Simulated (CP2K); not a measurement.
Crystal: BaZrO3.

```
CELL_PARAMETERS angstrom
4.19134 0.00000 0.00000
0.00000 4.19134 0.00000
0.00000 0.00000 4.19134
ATOMIC_POSITIONS crystal
Ba 0.00000 0.00000 0.00000
Zr 0.50000 0.50000 0.50000
O 0.50000 0.50000 0.00000
O 0.50000 0.00000 0.50000
O 0.00000 0.50000 0.50000
```

Program: CP2K 2026.2. Alike in all runs: task band structure; level PBE; no spin polarisation; cell as given; k mesh 6 × 6 × 6; smearing fermi-dirac 0.05 eV.

Question: Order these runs on this cell by their pressure, lowest first.
A. potentials or basis POTENTIAL_UZH Ba GTH-PBE-q10, Zr GTH-PBE-q12, O GTH-PBE-q6; ccGRB-D basis; ADDED_MOS [19]
B. potentials or basis GTH_POTENTIALS Ba GTH-PBE-q10, Zr GTH-PBE-q12, O GTH-PBE-q6; SZV-MOLOPT-SR-GTH basis; ADDED_MOS [7]
C. potentials or basis POTENTIAL_UZH Ba GTH-PBE-q10, Zr GTH-PBE-q12, O GTH-PBE-q6; TZV2P-MOLOPT-PBE-GTH basis; ADDED_MOS [19]

Answer: C (5.7 GPa), A (7.9 GPa), B (13.5 GPa).

Caveats: the basis of atomic orbitals isn't converged, which shifts pressures, moduli and gaps; a minimal basis gives rough bond lengths, pressures and levels (some runs).
